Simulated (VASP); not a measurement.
# BN (Fmm2) in VASP: a series of runs

One crystal, BN, is run at these levels: PBE; tasks: single point.

Program: VASP 6.6.1. These are calculated values, not measurements. Logs are shortened: lines on timing, memory, paths and dates and some standing lists are left out, and cuts for length are marked.

## (1) The structure

The structure is orthorhombic, space group Fmm2 (No. 42). The conventional cell has a = 2.503 Å, b = 6.991 Å, c = 4.332 Å, α = 90.00°, β = 90.00°, γ = 90.00°. N (site symmetry mm2) has 3 B at 1.44 Å as nearest neighbours. Around B (site symmetry mm2) lie 3 N at 1.44 Å.

Measurements of this composition are mostly on another form, of space group No. 194.

## (2) Single point, PBE

Input file INCAR:

```
PREC = Accurate
ENCUT = 460
EDIFF = 0.001
ISMEAR = 0
SIGMA = 0.05
LREAL = False
LASPH = True
NELM = 100
ALGO = Normal
ISIF = 2
LWAVE = False
LCHARG = False
GGA = PE
ADDGRID = False
```

Input file KPOINTS:

```
regular mesh
0
Gamma
  6 6 6
```

Input file POSCAR:

```
BN
1.0
    0.0000000000      3.4953158300      2.1660912400
    1.2516321000      0.0000000000      2.1660912400
    1.2516321000      3.4953158300      0.0000000000
N B
1 1
Direct
    0.6643870000      0.6373240000      0.3259630000
   -0.0156690000     -0.0240960000      1.0349220000
```

Potentials or basis: VASP PAW PBE potentials, release 64 (N_s, B_s).

The run is started by

```
$ cat potpaw_PBE.64/N_s/POTCAR potpaw_PBE.64/B_s/POTCAR > POTCAR
$ mpirun -np 1 vasp_std > vasp.out
```

OUTCAR:

```text
PREC = Accurate
   ENCUT = 460
   EDIFF = 0.001
   ISMEAR = 0
   LREAL = False
   LASPH = True
   NELM = 100
   ISIF = 2
   GGA = PE

 Found    112 irreducible k-points:

 Following reciprocal coordinates:
            Coordinates               Weight
  0.000000  0.000000  0.000000      1.000000
  0.166667  0.000000 -0.000000      2.000000
 -0.166667 -0.166667 -0.166667      2.000000
  0.000000  0.166667  0.000000      2.000000
 -0.000000  0.000000  0.166667      2.000000
  0.333333  0.000000  0.000000      2.000000
   k-points           NKPTS =    112   k-points in BZ     NKDIM =    112   number of bands    NBANDS=      8
   number of dos      NEDOS =    301   number of ions     NIONS =      2
   total plane-waves  NPLWV =  15120
   dimension x,y,z NGX =    30 NGY =   18 NGZ =   28
   dimension x,y,z NGXF=    60 NGYF=   36 NGZF=   56
   ions per type =               1   1
   NGX,Y,Z   is equivalent  to a cutoff of  12.13, 11.96, 12.54 a.u.
   NGXF,Y,Z  is equivalent  to a cutoff of  24.26, 23.92, 25.08 a.u.
 SYSTEM =  unknown system
   PREC   = accura    normal or accurate (medium, high low for compatibility)
   ISTART =      0    job   : 0-new  1-cont  2-samecut
   ICHARG =      2    charge: 1-file 2-atom 10-const
   ISPIN  =      1    spin polarized calculation?
   LNONCOLLINEAR =      F non collinear calculations
   LSORBIT =      F    spin-orbit coupling
   LASPH  =      T    aspherical Exc in radial PAW
   ENCUT  =  460.0 eV  33.81 Ry    5.81 a.u.   7.19  4.37  6.49*2*pi/ulx,y,z
   NELM   =    100;   NELMIN=  2; NELMDL= -5     # of ELM steps
   EDIFF  = 0.1E-02   stopping-criterion for ELM
   LREAL  =      F    real-space projection
   EDIFFG = 0.1E-01   stopping-criterion for IOM
   NSW    =      0    number of steps for IOM
   IBRION =     -1    ionic relax: 0-MD 1-quasi-New 2-CG
   NFREE  =      0    steps in history (QN), initial steepest desc. (CG)
   ISIF   =      2    stress and relaxation
   ISYM   =      2    0-nonsym 1-usesym 2-fastsym
   POTIM  = 0.5000    time-step for ionic-motion
   TEBEG  =    0.0;   TEEND  =   0.0 temperature during run
   PSTRESS=    0.0 pullay stress
   NELECT =       8.0000    total number of electrons
   NUPDOWN=      -1.0000    fix difference up-down
   EMIN   =  10.00;   EMAX   =-10.00  energy-range for DOS
   EFERMI =   0.00;   METHOD = LEGACY
   ISMEAR =     0;   SIGMA  =   0.05  broadening in eV -4-tet -1-fermi 0-gaus
   EFERMI_NEDOS =   21; number of points for ismear=-14 and -15
   IALGO  =     38    algorithm
   IMIX   =      4    mixing-type and parameters
     AMIX     =   0.40;   BMIX     =  1.00
     AMIX_MAG =   1.60;   BMIX_MAG =  1.00
  volume/ion in A,a.u.               =       9.48        63.95
  Fermi-wavevector in a.u.,A,eV,Ry     =   1.228047  2.320672 20.518928  1.508099
  Thomas-Fermi vector in A             =   2.362987
   LORBIT       =      0    0 simple, 1 ext, 2 COOP (PROOUT), +10 PAW based schemes
   GGA     = PE    functional components
   LHFCALC =     F    Hartree Fock is set to
   AEXX    =    0.0000 exact exchange contribution
   IVDW    =     0    specifies the selected vdW correction
   LEPSILON=     F    determine dielectric tensor
   LRPA    =     F    only Hartree local field effects (RPA)
 non-spin polarized calculation
 Gauss-broadening in eV      SIGMA  =   0.05
  energy-cutoff  :      460.00
  volume of cell :       18.95
 maximum number of plane-waves:       448
 NGX is ok and might be reduce to    30
   NGX = 15   NGY =  9   NGZ = 13

 number of electron       8.0000000 magnetization

 Free energy of the ion-electron system (eV)
  ---------------------------------------------------
  ext. energy  EPLUGINS =         0.00000000
  ---------------------------------------------------
  free energy    TOTEN  =       -17.41243094 eV

  energy without entropy =      -17.41243094  energy(sigma->0) =      -17.41243094

 E-fermi :   3.3319     XC(G=0):  -9.7205

 val. band max:        3.1021742841   @ k =   0.5000  -0.3333   0.1667
 cond. band min:       6.8089863134   @ k =   0.0000   0.5000   0.5000
 fundamental gap:      3.7068120293
 Fermi energy:         3.3319479273

 k-point     1 :       0.0000    0.0000    0.0000
  band No.  band energies     occupation
      1     -14.7186      2.00000
      2      -1.3151      2.00000
      3       1.0766      2.00000
      4       2.5137      2.00000
      5       7.8201      0.00000
      6      13.7529      0.00000
      7      15.6493      0.00000
      8      16.2042      0.00000

 k-point     2 :       0.1667    0.0000   -0.0000
  band No.  band energies     occupation
      1     -14.1616      2.00000
      2      -0.8042      2.00000
      3       0.1646      2.00000
      4       0.4353      2.00000
      5       8.9638      0.00000
      6      13.8790      0.00000
      7      14.7583      0.00000
      8      17.6889      0.00000

 k-point     3 :      -0.1667   -0.1667   -0.1667
  band No.  band energies     occupation
      1     -14.1793      2.00000
      2      -0.8307      2.00000
      3      -0.5745      2.00000
      4       1.3976      2.00000
      5       8.9182      0.00000
      6      14.1117      0.00000
      7      14.7769      0.00000
      8      16.6430      0.00000

 k-point     4 :       0.0000    0.1667    0.0000
  band No.  band energies     occupation
      1     -14.1794      2.00000
      2      -0.8423      2.00000
      3      -0.5595      2.00000
      4       1.3966      2.00000
      5       8.9047      0.00000
      6      14.2143      0.00000
      7      14.6717      0.00000
      8      16.6387      0.00000

 k-point     5 :      -0.0000    0.0000    0.1667
  band No.  band energies     occupation
      1     -14.1616      2.00000
      2      -0.8123      2.00000
      3       0.1743      2.00000
      4       0.4407      2.00000
      5       8.9253      0.00000
      6      13.9008      0.00000
      7      14.7536      0.00000
      8      17.6899      0.00000

 k-point     6 :       0.3333    0.0000    0.0000
  band No.  band energies     occupation
      1     -12.6635      2.00000
      2      -3.5636      2.00000
      3      -0.8877      2.00000
      4       0.6503      2.00000
      5      10.2831      0.00000
      6      12.0804      0.00000
      7      14.4709      0.00000
      8      20.6584      0.00000

 [... further k-points ...]
[... 5 lines left out ...]
  --------------------------------------------------------------------------------------
  -------------------------------------------------------------------------------------
  Total        0.6465635     -0.0093482      1.0168551     -0.2395599      0.0400696      0.7814562
  in kB       54.6577730     -0.7902554     85.9606745    -20.2513866      3.3873137     66.0610305
  external PRESSURE =      46.6093974 kB  Pullay stress =       0.0000000 kB

 VOLUME and BASIS-vectors are now :
 -----------------------------------------------------------------------------
  energy-cutoff  :      460.00
  volume of cell :       18.95
      direct lattice vectors                 reciprocal lattice vectors
     0.000000000  3.495315830  2.166091240    -0.399478409  0.143048590  0.230830535
     1.251632100  0.000000000  2.166091240     0.399478409 -0.143048590  0.230830535
     1.251632100  3.495315830  0.000000000     0.399478409  0.143048590 -0.230830535

 POSITION                                       TOTAL-FORCE (eV/Angst)
 -----------------------------------------------------------------------------------
      1.20568      3.46159      2.81962         2.372855      1.282264     -0.544490
      1.26518      3.56261      4.24605        -2.372855     -1.282264      0.544490
 -----------------------------------------------------------------------------------
    total drift:                               -0.001549      0.002294      0.000525

  FREE ENERGIE OF THE ION-ELECTRON SYSTEM (eV)
  ---------------------------------------------------
  free  energy   TOTEN  =       -17.4124309398 eV

  energy  without entropy=      -17.4124309398  energy(sigma->0) =      -17.41243094
```

Wall time 7.2 s (1 thread of Intel Xeon 6975P-C (Granite Rapids), shared host); peak memory 0.14 GiB.

These settings aren't checked as converged: the numbers below hold their error.

What came out:

| Item | Value |
| --- | --- |
| Free energy | -17.4124 eV |
| Pressure | 4.7 GPa |
| Largest force | 2.752 eV/Å |
| Band gap on the k mesh | 3.71 eV, indirect (least direct gap 4.53 eV) |

Caveat: the k mesh is coarse (spacing up to 0.51 Å⁻¹), so the values aren't converged.

## (3) Single point, PBE

Changes to INCAR since step 2:

```diff
@@ -2,3 +2,3 @@
 ENCUT = 460
-EDIFF = 0.001
+EDIFF = 1E-4
 ISMEAR = 0
```

KPOINTS is that of step 2.

Input file POSCAR:

```
BN
1.0
    0.0000000000      3.4953158300      2.1660912400
    1.2516321000      0.0000000000      2.1660912400
    1.2516321000      3.4953158300      0.0000000000
N B
1 1
Direct
    0.6666513400      0.6666513400      0.3333486600
    0.0000486500      0.0000486500      0.9999513500
```

Potentials or basis: VASP PAW PBE potentials, release 64 (N_s, B_s).

The run is started by

```
$ cat potpaw_PBE.64/N_s/POTCAR potpaw_PBE.64/B_s/POTCAR > POTCAR
$ mpirun -np 1 vasp_std > vasp.out
```

Wall time 3.9 s (1 thread of Intel Xeon 6975P-C (Granite Rapids), shared host); peak memory 0.13 GiB.

The run converged, but some of its settings lie outside the range that counts as converged, so its numbers aren't taken as properties of the crystal.

What came out:

| Item | Value |
| --- | --- |
| Free energy | -17.5566 eV |
| Pressure | 4.1 GPa |
| Largest force | 0.010 eV/Å |
| Band gap on the k mesh | 3.84 eV, indirect (least direct gap 4.55 eV) |

Caveat: the k mesh is coarse (spacing up to 0.51 Å⁻¹), so the values aren't converged.

## (4) Single point, PBE

INCAR is that of step 3.

KPOINTS is that of step 3.

Input file POSCAR:

```
BN
1.0
    0.0000000000      3.4953158300      2.1660912400
    1.2516321000      0.0000000000      2.1660912400
    1.2516321000      3.4953158300      0.0000000000
N B
1 1
Direct
    0.6643870000      0.6373240000      0.3259630000
   -0.0156690000     -0.0240960000      1.0349220000
```

The run is started by

```
$ cat potpaw_PBE.64/N_s/POTCAR potpaw_PBE.64/B_s/POTCAR > POTCAR
$ mpirun -np 1 vasp_std > vasp.out
```

It took 7.8 s on 1 thread of Intel Xeon 6975P-C (Granite Rapids), shared host; peak memory 0.14 GiB.

These settings aren't checked as converged: the numbers below hold their error.

What came out:

| Property | Result |
| --- | --- |
| Free energy | -17.4125 eV |
| Pressure | 4.8 GPa |
| Largest force | 2.752 eV/Å |
| Band gap on the k mesh | 3.71 eV, indirect (least direct gap 4.53 eV) |

Caveat: the k mesh is coarse (spacing up to 0.51 Å⁻¹), so the values aren't converged.

## (5) Single point, PBE

Changes to INCAR since step 4:

```diff
@@ -2,3 +2,3 @@
 ENCUT = 460
-EDIFF = 1E-4
+EDIFF = 1E-5
 ISMEAR = 0
```

KPOINTS is that of step 4.

Input file POSCAR:

```
BN
1.0
    0.0000000000      3.4953158300      2.1660912400
    1.2516321000      0.0000000000      2.1660912400
    1.2516321000      3.4953158300      0.0000000000
N B
1 1
Direct
    0.6666513400      0.6666513400      0.3333486600
    0.0000486500      0.0000486500      0.9999513500
```

The run is started by

```
$ cat potpaw_PBE.64/N_s/POTCAR potpaw_PBE.64/B_s/POTCAR > POTCAR
$ mpirun -np 1 vasp_std > vasp.out
```

Run time: 4.5 s. Hardware: 1 thread of Intel Xeon 6975P-C (Granite Rapids), shared host; peak memory 0.13 GiB.

These settings aren't checked as converged: the numbers below hold their error.

What came out:

```
Free energy            : -17.5566 eV
Pressure               : 4.0 GPa
Largest force          : 0.010 eV/Å
Band gap on the k mesh : 3.85 eV, indirect (least direct gap 4.56 eV)
```

Caveat: the k mesh is coarse (spacing up to 0.51 Å⁻¹), so the values aren't converged.
